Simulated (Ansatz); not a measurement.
# InSe: the cost of one run

Computed with Ansatz 0.2.0 (DFT PBEsol, scalar-relativistic, plane waves, PAW, unless a step's input says otherwise).

A COD entry behind a cell of this session may itself be a prediction, so a difference from it is no test against experiment.

2 further runs of the same task are left out: 2 set aside as unsound or not needed.

## (1) Starting point

The structure is trigonal, space group R3m (No. 160). Conventional cell: a = 4.000 Å, b = 4.000 Å, c = 24.950 Å, α = 90.00°, β = 90.00°, γ = 120.00°. In (site symmetry 3m) is surrounded by 3 Se at 2.64 Å and 1 In at 2.80 Å. Around Se (site symmetry 3m) lie 3 In at 2.64 Å.

Structure file:

```cif
data_structure
_symmetry_space_group_name_H-M 'R3m:H'
_symmetry_Int_Tables_number 160
_cell_length_a 4.0000
_cell_length_b 4.0000
_cell_length_c 24.9500
_cell_angle_alpha 90.000
_cell_angle_beta 90.000
_cell_angle_gamma 120.000
_cell_volume 345.72
loop_
_atom_site_label
_atom_site_type_symbol
_atom_site_symmetry_multiplicity
_atom_site_Wyckoff_symbol
_atom_site_fract_x
_atom_site_fract_y
_atom_site_fract_z
_atom_site_occupancy
In1 In 3 a 0.00000 0.00000 0.00000 1
In2 In 3 a 0.66667 0.33333 0.22113 1
Se1 Se 3 a 0.33333 0.66667 0.05117 1
Se2 Se 3 a 0.00000 0.00000 0.17000 1
```

Source of the structure: the Crystallography Open Database.

(A quick probe on a coarse mesh, which set the mesh and smearing, is not shown.)

## (3) The relaxation

The input, input.yaml:

```yaml
crystal:
  lattice:
    - [1.9999996503, 1.1547003365, 8.31667]
    - [-1.9999996503, 1.1547003365, 8.31667]
    - [0.0, -2.309400673, 8.31667]
  atoms:
    - { symbol: In, position: [0.0, 0.0, 0.0] }
    - { symbol: In, position: [0.1122, 0.1122, 0.1122] }
    - { symbol: Se, position: [0.6155, 0.6155, 0.6155] }
    - { symbol: Se, position: [0.83, 0.83, 0.83] }
basis:
  ecutwfc: 420
kpoints:
  mp_grid: { grid: [12, 12, 12] }
hamiltonian:
  xc: pbesol
scf:
  occupations: { method: gaussian, width: 0.01 }
output:
  forces: true
  stress: true
  eigenvalues: true
relax:
  adjacent_minimum: "off"
  f_tol: 0.005
  max_steps: 80
  cell: { stress_tol: 0.05 }
```

Launch:

```bash
ansatz run input.yaml --threads 1 --pin off --max-ram 2560MiB --backend cpu --events-out ev --progress --plain --runs-dir out
```

**Question.** How long does this run take on 1 thread of Intel Xeon Platinum 8259CL at 2.50GHz (Skylake/Cascade Lake), shared host, and how much memory does it need?

About 7.2 min, with a peak of 0.86 GiB.
